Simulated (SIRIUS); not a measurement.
# Be in SIRIUS: convergence with k mesh

Be:

```
Be
1.0
    -1.25312    1.25312    1.25312
     1.25312   -1.25312    1.25312
     1.25312    1.25312   -1.25312
Be
1
Direct
  0.00000 0.00000 0.00000
```

This isn't the form of Be at room conditions, which is hcp.

* Program: SIRIUS 7.10.0
* Task: single point
* Functional: PBE
* Potentials or basis: JTH 2.0 PBE (PAW)
* Cutoff: 557 eV
* Density cutoff: 5442 eV
* k mesh: 5 × 5 × 5
* Occupations: gaussian, width 0.05 eV
* Spin: no spin polarisation

These are the settings of the first run; the series varies k mesh, with any setting tied to it.

Hardware: 1 thread of Arm Neoverse V1, on a shared host.

The values tried are 5 × 5 × 5, 8 × 8 × 8, 11 × 11 × 11, 14 × 14 × 14, 17 × 17 × 17, 20 × 20 × 20, 25 × 25 × 25, 30 × 30 × 30, loosest first. From which on does the pressure stay within 0.1 GPa of the tightest run that finished?

From 14 × 14 × 14 on.

| k mesh | energy less the tightest run, at zero smearing (meV/atom) | pressure (GPa) | SCF cycles | CPU time (s) | peak memory (GiB) |
| --- | --- | --- | --- | --- | --- |
| 5 × 5 × 5 | 137.72 | 1.28 | 14 | 3 | 0.1 |
| 8 × 8 × 8 | -11.00 | -0.24 | 15 | 3.7 | 0.11 |
| 11 × 11 × 11 | 9.04 | -0.27 | 14 | 4.4 | 0.12 |
| 14 × 14 × 14 | -4.71 | -0.47 | 14 | 6 | 0.13 |
| 17 × 17 × 17 | 4.52 | -0.29 | 15 | 8.1 | 0.15 |
| 20 × 20 × 20 | -0.23 | -0.35 | 15 | 11 | 0.18 |
| 25 × 25 × 25 | -0.37 | -0.39 | 15 | 18 | 0.24 |
| 30 × 30 × 30 | 0.00 | -0.38 | 15 | 28 | 0.33 |

Against the tightest run, the energy stays within 1 meV/atom from 20 × 20 × 20 on. Meshes of other sizes hit other points, so gaps and Fermi surfaces needn't settle smoothly. The tightest run that finished is the yardstick and may itself not be fully converged.
